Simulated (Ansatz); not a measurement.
**Cu15 slab: levels of theory**

The task, for Cu15 slab: compare levels of theory.

Method: DFT LDA, scalar-relativistic, plane waves, PAW, and further levels as typed in the inputs, in Ansatz 0.2.0.

**1. The system as given**

Symmetry: P-3m1, No. 164, trigonal system. The conventional cell has a = 2.556 Å, b = 2.556 Å, c = 45.218 Å, α = 90.00°, β = 90.00°, γ = 120.00°. Around Cu (site symmetry 3m) lie 9 Cu at 2.56 Å. Cu (site symmetry 3m) is surrounded by 12 Cu at 2.56 Å. Cu (site symmetry -3m) has 12 Cu at 2.56 Å in its first shell of neighbours.

Coordinates:

```
CELL_PARAMETERS angstrom
2.55600 0.00000 0.00000
-1.27800 2.21356 0.00000
0.00000 0.00000 45.21800
ATOMIC_POSITIONS crystal
Cu 0.00000 0.00000 0.17692
Cu 0.33333 0.66667 0.22307
Cu 0.66667 0.33333 0.26923
Cu 0.00000 0.00000 0.31538
Cu 0.33333 0.66667 0.36154
Cu 0.66667 0.33333 0.40769
Cu 0.00000 0.00000 0.45385
Cu 0.33333 0.66667 0.50000
Cu 0.66667 0.33333 0.54615
Cu 0.00000 0.00000 0.59231
Cu 0.33333 0.66667 0.63846
Cu 0.66667 0.33333 0.68462
Cu 0.00000 0.00000 0.73077
Cu 0.33333 0.66667 0.77693
Cu 0.66667 0.33333 0.82308
```

**2. Single point: Cu15 slab, no spin**

The sheet is isolated along c: the input cuts the Coulomb interaction between periodic copies.

File input.yaml:

```yaml
crystal:
  lattice:
    - [2.556, 0.0, 0.0]
    - [-1.278, 2.2135609321, 0.0]
    - [0.0, 0.0, 45.218]
  atoms:
    - { symbol: Cu, position: [0.0, 0.0, 0.1769206953] }
    - { symbol: Cu, position: [0.3333333333, 0.6666666667, 0.2230748817] }
    - { symbol: Cu, position: [0.6666666667, 0.3333333333, 0.2692290681] }
    - { symbol: Cu, position: [0.0, 0.0, 0.3153832545] }
    - { symbol: Cu, position: [0.3333333333, 0.6666666667, 0.3615374408] }
    - { symbol: Cu, position: [0.6666666667, 0.3333333333, 0.4076916272] }
    - { symbol: Cu, position: [0.0, 0.0, 0.4538458136] }
    - { symbol: Cu, position: [0.3333333333, 0.6666666667, 0.5] }
    - { symbol: Cu, position: [0.6666666667, 0.3333333333, 0.5461541864] }
    - { symbol: Cu, position: [0.0, 0.0, 0.5923083728] }
    - { symbol: Cu, position: [0.3333333333, 0.6666666667, 0.6384625592] }
    - { symbol: Cu, position: [0.6666666667, 0.3333333333, 0.6846167455] }
    - { symbol: Cu, position: [0.0, 0.0, 0.7307709319] }
    - { symbol: Cu, position: [0.3333333333, 0.6666666667, 0.7769251183] }
    - { symbol: Cu, position: [0.6666666667, 0.3333333333, 0.8230793047] }
  periodic: [true, true, false]
scf:
  occupations: { method: gaussian, width: 0.05 }
  n_extra_bands: 24
output:
  eigenvalues: true
  eigenstates:
    kpoints:
      - [0.0, 0.0, 0.0]
      - [0.0125, 0.0, 0.0]
      - [0.025, 0.0, 0.0]
      - [0.0375, 0.0, 0.0]
      - [0.05, 0.0, 0.0]
      - [0.0625, 0.0, 0.0]
      - [0.075, 0.0, 0.0]
      - [0.0875, 0.0, 0.0]
      - [0.1, 0.0, 0.0]
      - [0.1125, 0.0, 0.0]
      - [0.125, 0.0, 0.0]
    top_band: c10
    e_range: [-3, 1.5]
  write_density: true
  write_potential: true
  elf: true
  volumetric_format: npy
kpoints:
  mp_grid: { grid: [18, 18, 1] }
hamiltonian:
  xc: lda
```

Run with:

```console
$ ansatz run input.yaml --threads 8 --pin off --max-ram 30720MiB --backend cpu --events-out ev --progress --plain --runs-dir out
```

The log of the run:

```text
Warning: crystal.periodic: the lattice vector that does not repeat stood 0.000° off the slab's normal, 45.218 Å along it as the deck builds it. The run solves the slab on a vector along the normal, 82.236 Å long, with every atom where it was (on the deck's vector they left 16.00 Å outside them, and the widest stretch free of ions among them is 2.09 Å). A fractional position that the run reports is one of the run's cell, which starts as this one, and not of the deck's: it goes into a deck with that cell's vectors. The slab on that cell runs as it stands in a deck that lists each atom with its symbol and moment, types crystal.periodic and leaves out crystal.checkpoint, crystal.saddle_side, crystal.structure_sha256, crystal.space_group, crystal.setting, crystal.reduce_to_primitive, crystal.supercell, crystal.defects and each atom's wyckoff. Where those keys changed the vectors of the plane, lay the indices of each lattice_plane and lattice_line anew on these rows. Along the normal they count this vector already. An outside_sphere can name other atoms there (type this run's as sites). In the order of the run's atom list the slab is: crystal.lattice: [[2.556, 0.0, 0.0], [-1.278, 2.2135609321, 0.0], [0.0, -0.0, 82.23599999969841]]; position: [0.0, 0.0, 0.09728099615867432]; position: [0.3333333333, 0.6666666667000001, 0.1226591760390534]; position: [0.6666666667, 0.3333333333, 0.14803735591943248]; position: [0.0, 0.0, 0.17341553579981156]; position: [0.3333333333, 0.6666666667000001, 0.19879371562520498]; position: [0.6666666667, 0.3333333333, 0.22417189550558406]; position: [0.0, 0.0, 0.24955007538596316]; position: [0.3333333333, 0.6666666667000001, 0.27492825526634224]; position: [0.6666666667, 0.3333333333, 0.3003064351467213]; position: [0.0, 0.0, 0.32568461502710044]; position: [0.3333333333, 0.6666666667000001, 0.35106279490747944]; position: [0.6666666667, 0.3333333333, 0.37644097473287286]; position: [0.0, 0.0, 0.40181915461325196]; position: [0.3333333333, 0.6666666667000001, 0.42719733449363106]; position: [0.6666666667, 0.3333333333, 0.4525755143740101];
Warning: RAYON_NUM_THREADS=8 ignored (pool sized by the plan → 8); use --threads N
crystal.periodic: the lattice vector that does not repeat stood 0.000° off the slab's normal, 45.218 Å along it as the deck builds it. The run solves the slab on a vector along the normal, 82.236 Å long, with every atom where it was (on the deck's vector they left 16.00 Å outside them, and the widest stretch free of ions among them is 2.09 Å). A fractional position that the run reports is one of the run's cell, which starts as this one, and not of the deck's: it goes into a deck with that cell's vectors. The slab on that cell runs as it stands in a deck that lists each atom with its symbol and moment, types crystal.periodic and leaves out crystal.checkpoint, crystal.saddle_side, crystal.structure_sha256, crystal.space_group, crystal.setting, crystal.reduce_to_primitive, crystal.supercell, crystal.defects and each atom's wyckoff. Where those keys changed the vectors of the plane, lay the indices of each lattice_plane and lattice_line anew on these rows. Along the normal they count this vector already. An outside_sphere can name other atoms there (type this run's as sites). In the order of the run's atom list the slab is: crystal.lattice: [[2.556, 0.0, 0.0], [-1.278, 2.2135609321, 0.0], [0.0, -0.0, 82.23599999969841]]; position: [0.0, 0.0, 0.09728099615867432]; position: [0.3333333333, 0.6666666667000001, 0.1226591760390534]; position: [0.6666666667, 0.3333333333, 0.14803735591943248]; position: [0.0, 0.0, 0.17341553579981156]; position: [0.3333333333, 0.6666666667000001, 0.19879371562520498]; position: [0.6666666667, 0.3333333333, 0.22417189550558406]; position: [0.0, 0.0, 0.24955007538596316]; position: [0.3333333333, 0.6666666667000001, 0.27492825526634224]; position: [0.6666666667, 0.3333333333, 0.3003064351467213]; position: [0.0, 0.0, 0.32568461502710044]; position: [0.3333333333, 0.6666666667000001, 0.35106279490747944]; position: [0.6666666667, 0.3333333333, 0.37644097473287286]; position: [0.0, 0.0, 0.40181915461325196]; position: [0.3333333333, 0.6666666667000001, 0.42719733449363106]; position: [0.6666666667, 0.3333333333, 0.4525755143740101];
scf.n_extra_bands = 24 over 143 filled bands (N_el = 285.0): the run solves 167 bands
Engine: ansatz 0.2.0, x86_64-unknown-linux-gnu
Pseudopotentials: kind: paw
Pseudopotential: Cu, paw, valence charge 19, recommended cutoff 420 eV (normal), Cu.paw.azcp
Functional definition: SPW92
  exchange = slater_x
  correlation = pw_c
Crystal: 15 atoms, lattice volume = 465.280 Å³
Basis set: ecut = 420 eV, 9305 PW (Γ)
Bands: 167, of which v1, the nominal top of the filled ones, is band 143 counted from 1 (142 counted from 0)
Symmetry: 12 space group operations
Space group: P-3m1 (ITA 164), of the structure as read, at distance tolerance 7.7e-5 Å
k-points: 37 of 324
Non-local potential: Cu, projectors of the file, l = 0: 3, l = 1: 2, l = 2: 3, l = 3: 1
PAW form: soft (Blöchl's): semilocal exchange-correlation on the pseudo side does not see the compensation charge
PAW frozen core: Cu, regenerated for the run's functional, and the local potential with it (the file was generated under x = pbe(κ = 0.804, μ = 0.2195149727645171), c = pbe(β = 0.06672455060314922))
PAW one-centre angular grid: Cu, 590 points (default); XC on 64 Gauss nodes
Initial density: superposition of atomic densities (neutral atoms: chi_scale 0, normalization atom), corrected by the library's trained network
Initial wavefunctions: pseudopotential atomic-orbital guess
Functional: x = slater, c = lda
SCF iter   1: F=—  HF=-98334.048658 eV  |F-HF|=—  |Δ(HF+E_count)|=         —  Δρ=1.40e-2  dr2=5.50e-1  ethr=1.77e-3  ⟨swp⟩=12.0  Hψ=34257  notcnv=0  defer=346
preconditioner: auto → LDOS  [metal: Δε(μ)=0.025 eV  Ē_g=8.705 eV  σ=0.050 eV  W_gap=0.27  n_scr=64 (ndim 8)  ℏωp=22.1 eV  f_vac=0.608  D(μ)=2.81/eV (n_scr^D=26)  β→1.0]
SCF iter   2: F=—  HF=-98335.141826 eV  |F-HF|=—  |Δ(HF+E_count)|=    1.09e0  Δρ=4.17e-2  dr2=4.59e0  ethr=1.93e-4  ⟨swp⟩=4.2  Hψ=16800  notcnv=0  defer=640  recentre
SCF iter   3: F=—  HF=-98333.954473 eV  |F-HF|=—  |Δ(HF+E_count)|=    1.19e0  Δρ=2.72e-3  dr2=2.71e-2  ethr=1.93e-4  ⟨swp⟩=3.5  Hψ=14551  notcnv=0  defer=641
SCF iter   4: F=—  HF=-98333.950875 eV  |F-HF|=—  |Δ(HF+E_count)|=   3.60e-3  Δρ=1.59e-3  dr2=7.42e-3  ethr=9.50e-6  ⟨swp⟩=3.1  Hψ=12491  notcnv=0  defer=636
SCF iter   5: F=—  HF=-98333.949528 eV  |F-HF|=—  |Δ(HF+E_count)|=   1.35e-3  Δρ=2.06e-4  dr2=4.69e-4  ethr=2.60e-6  ⟨swp⟩=3.0  Hψ=11139  notcnv=0  defer=636
SCF iter   6: F=—  HF=-98333.949552 eV  |F-HF|=—  |Δ(HF+E_count)|=   2.40e-5  Δρ=8.51e-5  dr2=3.82e-5  ethr=1.65e-7  ⟨swp⟩=2.8  Hψ=10303  notcnv=0  defer=636
SCF iter   7: F=—  HF=-98333.949707 eV  |F-HF|=—  |Δ(HF+E_count)|=   1.55e-4  Δρ=8.76e-5  dr2=2.23e-5  ethr=1.34e-8  ⟨swp⟩=3.5  Hψ=13572  notcnv=0  defer=636
SCF iter   8: F=—  HF=-98333.949706 eV  |F-HF|=—  |Δ(HF+E_count)|=   1.01e-6  Δρ=1.51e-5  dr2=8.98e-7  ethr=7.83e-9  ⟨swp⟩=2.7  Hψ=9956  notcnv=0  defer=636
SCF iter   9: F=-98333.949706 eV  HF=-98333.949706 eV  |F-HF|=5.03e-9  |Δ(HF+E_count)|=   2.71e-8  Δρ=4.22e-6  dr2=9.19e-8  ethr=3.51e-11  ⟨swp⟩=21.6  Hψ=47956  notcnv=0
SCF 1 converged in 9 iterations: F = -98333.949706 eV  dr2 = 9.19e-8
NSCF: frozen V_eff on 11 k-points
WARN: The output density's exchange-correlation potential varies sharply where the density is thin. Do not read a vacuum level from v_tot or v_xc, or from such a field of the output density. On a cell that repeats whose density bears no net charge and no dipole along the vacuum's axis use v_es (v_loc + v_h of the components); under efield.dipole_correction with no amplitude use v_es + v_field, which holds any external_charges[].barrier, or the levels of the report's work_function block, which leave it out; under a non-zero efield.amplitude the vacuum is tilted and has no level; on a cell that repeats and bears such a dipole with no correction it is tilted too, and efield.dipole_correction with no amplitude gives each side of its ramp a level where efield: is served; in a cell that repeats whose density bears a net charge (total_charge, or a fill off its count) it is curved and has none; of a slab under crystal.periodic whose density bears no net charge use v_es, which has a level on each side, short of where the two are joined; of another it falls or rises all the way out and has none; of a slab beside external_charges read slab_vacuum_level instead, which it has where they leave it neutral. The grid or the basis barely resolves most such structure, and the values can differ between equally converged runs; as a rule a tighter scf.convergence.dr2_threshold does not remove it. Where the density itself ripples (under the LDA too) a higher basis.ecutwfc lessens it. The files hold the spikes' plane waves up to the density's cutoff. Files: v_tot_of_output_density and the like, and their columns of v_z.tsv (output.write_potential); v_xc_of_output_density and the like, and their columns of v_comp_z.tsv (output.write_potential_components). Measured: with its Gaussian average of σ = 0.25 Å subtracted twice, the exchange-correlation potential is over 0.1 eV at 20 of the grid points where the equally averaged density (valence and model cores) is under 1e-3 e/Å³, and 0.158 eV at the most among them, at an averaged density of 1.8e-5 e/Å³. The input density's (outcome.potential() and, of a run that writes arrays, v_tot and v_xc) is over 0.1 eV, so measured, at 95 points of its own thin density, 0.156 eV at the most. See output.write_potential in the manual, Limitations
SCF converged after 9 iterations
Free energy (F): -98333.949706 eV
Harris-Foulkes:  -98333.949706 eV  (|F-HF|=5.03e-9)
Internal energy: -98333.945902 eV  (E = F + TS)
E sigma→0 (E₀):  -98333.947804 eV
Entropy (-TS):   -0.003804 eV (-0.254 meV/atom)
Fermi energy:    -5.163674 eV
--- Per-component energies (eV) ---
  E_band       = -11568.517083
  E_kinetic    = 4505.366477
  E_local      = -13234693.056521  (includes V_loc(G=0)·N_el)
  E_nonlocal   = 5915.306423
  E_hartree    = 6610610.883815
  E_xc         = -1333.752855
  E_vxc        = -1729.743900  (∫ρ·V_xc dr)
  E_paw        = -23902.171681  (= ΣΔE_a)
  E_vpaw       = -6787.364213  (= ΣTr[D̂ρ^β])
  E_aug_tail   = 0.003216  (compensation charges beyond the density's cutoff)
  E_ewald      = 6540556.730323
  E_core_change = 6.744901  (= ΣΔE_core)
  E_smearing   = -0.003804  (= −TS)
  E_closure    = 0.000000  (closes the sum)
  Σ components = -98333.949706   (vs F -98333.949706, Δ=0.00e0)
--- Band table (eV; the first three rows and the last of 37) ---
  k-point 0: bands = ["-116.9016", "-116.9007", "-116.9007", "-116.8934", "-116.8934", "-116.8888", "-116.8874", "-116.8811", "-116.8806", "-116.8771", "-116.8771", "-116.8669", "-116.8669", "-116.6031", "-116.6031", "-74.7626", "-74.7577", "-74.7506", "-74.7364", "-74.7276", "-74.7157", "-74.7043", "-74.6923", "-74.6822", "-74.6707", "-74.6707", "-74.6704", "-74.6704", "-74.6702", "-74.6702", "-74.6674", "-74.6619", "-74.6619", "-74.6619", "-74.6619", "-74.6601", "-74.6565", "-74.6565", "-74.6551", "-74.6549", "-74.6549", "-74.6532", "-74.6487", "-74.6487", "-74.6487", "-74.6487", "-74.6477", "-74.6477", "-74.6472", "-74.6472", "-74.6299", "-74.6299", "-74.6299", "-74.6299", "-74.4029", "-74.4029", "-74.4029", "-74.4029", "-74.3669", "-74.3669", "-14.5341", "-14.4166", "-14.2231", "-13.9611", "-13.6365", "-13.2405", "-12.7920", "-12.3059", "-11.8081", "-11.3316", "-10.9243", "-10.6170", "-10.4232", "-10.3232", "-10.2887", "-8.4319", "-8.4303", "-8.3772", "-8.3657", "-8.2945", "-8.2918", "-8.2292", "-8.2160", "-8.2160", "-8.2142", "-8.1984", "-8.1984", "-8.1872", "-8.1872", "-8.1833", "-8.1706", "-8.1706", "-8.1634", "-8.1634", "-8.1312", "-8.1312", "-8.1233", "-8.1233", "-8.1010", "-8.1010", "-8.0927", "-8.0807", "-8.0807", "-8.0645", "-8.0645", "-8.0522", "-8.0522", "-8.0373", "-8.0373", "-8.0312", "-8.0312", "-7.9073", "-7.8325", "-7.8325", "-7.8325", "-7.8325", "-7.5530", "-7.3742", "-7.3742", "-7.3673", "-7.3673", "-7.3555", "-7.3555", "-7.3524", "-7.3524", "-7.3359", "-7.3359", "-7.3075", "-7.3075", "-7.2609", "-7.2609", "-7.1915", "-7.1915", "-7.1078", "-7.1078", "-7.0574", "-7.0166", "-7.0166", "-6.9366", "-6.9366", "-6.8619", "-6.8619", "-6.8029", "-6.8029", "-6.7536", "-6.7536", "-6.7501", "-6.7501", "-6.5122", "-5.7073", "-5.6733", "-1.2187 (-1.2187°)", "-0.7683 (-0.7690°)", "-0.4362 (-0.4413°)", "-0.0639 (-0.0989°?)", "0.4253", "0.6829", "1.0465", "1.7306", "2.2385", "2.6789", "3.4001", "4.1675", "4.7400", "5.3937", "6.2824", "7.1203"]
[... 3 lines left out ...]
  ° read free of the cell's end (the report's vacuum.weakly_bound_levels)
  °? not known for the slab's own: over its row's bound_up_to_ev there, or no deeper under its free states than its continued_xc_part_ev in size
```

Run time: 50 s. Hardware: 8 threads of Intel Xeon Platinum 8259CL at 2.50GHz (Skylake/Cascade Lake), shared host; peak memory 4.8 GiB.

Density in a lattice plane of the grid's cell (edges 2.56 and 82.24 Å, at 0.000 of the third edge), which holds Cu.

Ten even steps from ' ' (0.00 e/Å³) to '@' (68.94 e/Å³):
```
            
            
            
            
            
            
            
            
            
            
            
%%..      ..
            
            
@@::      ::
            
            
**..      ..
            
            
```
Columns run along the first of these edges and rows up along the second, over one cell in 6 and 20 even steps from the bottom left corner. Atoms in the plane (fractional): Cu at (0.00, 0.10), Cu at (0.00, 0.17), Cu at (0.00, 0.25), Cu at (0.00, 0.33), Cu at (0.00, 0.40).

ELF in the same plane.

Ten even steps from '0' (0.00) to '9' (0.93):
```
000000
000000
000000
000000
000000
000000
000000
000000
000000
000000
221212
941214
221212
221212
951215
221212
321212
841214
000000
000000
```
Columns run along the first of these edges and rows up along the second, over one cell in 6 and 20 even steps from the bottom left corner. Atoms in the plane (fractional): Cu at (0.00, 0.10), Cu at (0.00, 0.17), Cu at (0.00, 0.25), Cu at (0.00, 0.33), Cu at (0.00, 0.40).

Both are smooth fields of the valence electrons: close to the nuclei they are not physical.

**3. Single point: PBE**

input.yaml: that of step 2 with these lines changed.

```diff
@@ -42,6 +42,2 @@
     e_range: [-3, 1.5]
-  write_density: true
-  write_potential: true
-  elf: true
-  volumetric_format: npy
 kpoints:
@@ -49,2 +45,2 @@
 hamiltonian:
-  xc: lda
+  xc: pbe
```

Run with:

```console
$ ansatz run input.yaml --threads 8 --pin off --max-ram 30720MiB --backend cpu --events-out ev --progress --plain --runs-dir out
```

The log of the run, cut to the lines that bear on the results:

```text
Warning: crystal.periodic: the lattice vector that does not repeat stood 0.000° off the slab's normal, 45.218 Å along it as the deck builds it. The run solves the slab on a vector along the normal, 82.236 Å long, with every atom where it was (on the deck's vector they left 16.00 Å outside [...]
Warning: RAYON_NUM_THREADS=8 ignored (pool sized by the plan → 8); use --threads N
[...]
scf.n_extra_bands = 24 over 143 filled bands (N_el = 285.0): the run solves 167 bands
[...]
[... 2 set-up lines as earlier in the session ...]
Functional definition: PBE
[...]
Crystal: 15 atoms, lattice volume = 465.280 Å³
Basis set: ecut = 420 eV, 9305 PW (Γ)
Bands: 167, of which v1, the nominal top of the filled ones, is band 143 counted from 1 (142 counted from 0)
[... 2 set-up lines as earlier in the session ...]
k-points: 37 of 324
[...]
SCF iter   1: F=—  HF=-99376.666891 eV  |F-HF|=—  |Δ(HF+E_count)|=         —  Δρ=1.13e-3  dr2=1.30e-1  ethr=1.77e-3  ⟨swp⟩=11.4  Hψ=33416  notcnv=0  defer=348
[...]
SCF iter  10: F=-99376.681744 eV  HF=-99376.681744 eV  |F-HF|=6.06e-8  |Δ(HF+E_count)|=   5.11e-7  Δρ=3.99e-6  dr2=9.63e-8  ethr=3.51e-11  ⟨swp⟩=22.2  Hψ=48084  notcnv=0
[...]
NSCF: frozen V_eff on 11 k-points
SCF converged after 10 iterations
Free energy (F): -99376.681744 eV
[...]
E sigma→0 (E₀):  -99376.679793 eV
Entropy (-TS):   -0.003902 eV (-0.260 meV/atom)
Fermi energy:    -4.796984 eV
[...]
--- Band table (eV; the first three rows and the last of 37) ---
[...]
  ° read free of the cell's end (the report's vacuum.weakly_bound_levels)
  °? not known for the slab's own: over its row's bound_up_to_ev there, or no deeper under its free states than its continued_xc_part_ev in size
```

Wall time 44 s (8 threads of Intel Xeon Platinum 8259CL at 2.50GHz (Skylake/Cascade Lake), shared host); peak memory 4 GiB.

**4. Single point: r2SCAN**

input.yaml: that of step 3 with these lines changed.

```diff
@@ -45,2 +45,2 @@
 hamiltonian:
-  xc: pbe
+  xc: r2scan
```

Run with:

```console
$ ansatz run input.yaml --threads 8 --pin off --max-ram 30720MiB --backend cpu --events-out ev --progress --plain --runs-dir out
```

The log of the run, cut to the lines that bear on the results:

```text
Warning: crystal.periodic: the lattice vector that does not repeat stood 0.000° off the slab's normal, 45.218 Å along it as the deck builds it. The run solves the slab on a vector along the normal, 82.236 Å long, with every atom where it was (on the deck's vector they left 16.00 Å outside [...]
Warning: RAYON_NUM_THREADS=8 ignored (pool sized by the plan → 8); use --threads N
[...]
scf.n_extra_bands = 24 over 143 filled bands (N_el = 285.0): the run solves 167 bands
[...]
[... 1 set-up line as earlier in the session ...]
Pseudopotential: Cu, paw, valence charge 19, recommended cutoff 500 eV (meta_gga), Cu.paw.azcp
Functional definition: r2SCAN
[...]
Crystal: 15 atoms, lattice volume = 465.280 Å³
Basis set: ecut = 500 eV, 11939 PW (Γ), exchange–correlation on 80×80×2400 points (64 copies of the dense FFT grid, shifted against one another)
Bands: 167, of which v1, the nominal top of the filled ones, is band 143 counted from 1 (142 counted from 0)
[... 2 set-up lines as earlier in the session ...]
k-points: 37 of 324
[...]
SCF iter   1: F=—  HF=-99467.641231 eV  |F-HF|=—  |Δ(HF+E_count)|=         —  Δρ=2.56e-2  dr2=1.70e0  dr2_τ=1.31e-2  ethr=1.77e-3  ⟨swp⟩=11.8  Hψ=34369  notcnv=0  defer=374
[...]
SCF iter  12: F=-99467.371991 eV  HF=-99467.371991 eV  |F-HF|=2.20e-8  |Δ(HF+E_count)|=   2.92e-8  Δρ=2.89e-6  dr2=2.97e-8  dr2_τ=3.15e-10  ethr=3.51e-11  ⟨swp⟩=21.6  Hψ=36716  notcnv=0
[...]
NSCF: frozen V_eff on 11 k-points
SCF converged after 12 iterations
Free energy (F): -99467.371991 eV
[...]
E sigma→0 (E₀):  -99467.369971 eV
Entropy (-TS):   -0.004041 eV (-0.269 meV/atom)
Fermi energy:    -4.830805 eV
[...]
--- Band table (eV; the first three rows and the last of 37) ---
[...]
  ° read free of the cell's end (the report's vacuum.weakly_bound_levels)
```

It took 79 s on 8 threads of Intel Xeon Platinum 8259CL at 2.50GHz (Skylake/Cascade Lake), shared host; peak memory 5.7 GiB.

**5. The runs side by side**

| step | level | energy (eV) | gap on the mesh (eV) | time |
| --- | --- | --- | --- | --- |
| 2 | LDA | -98333.948 | 0.00 | 50 s |
| 3 | PBE | -99376.680 | 0.00 | 44 s |
| 4 | r2SCAN | -99467.370 | 0.00 | 79 s |

Totals of different systems or levels have different zeros; only balanced differences at one level mean anything.

In words: All levels find no gap on the mesh.
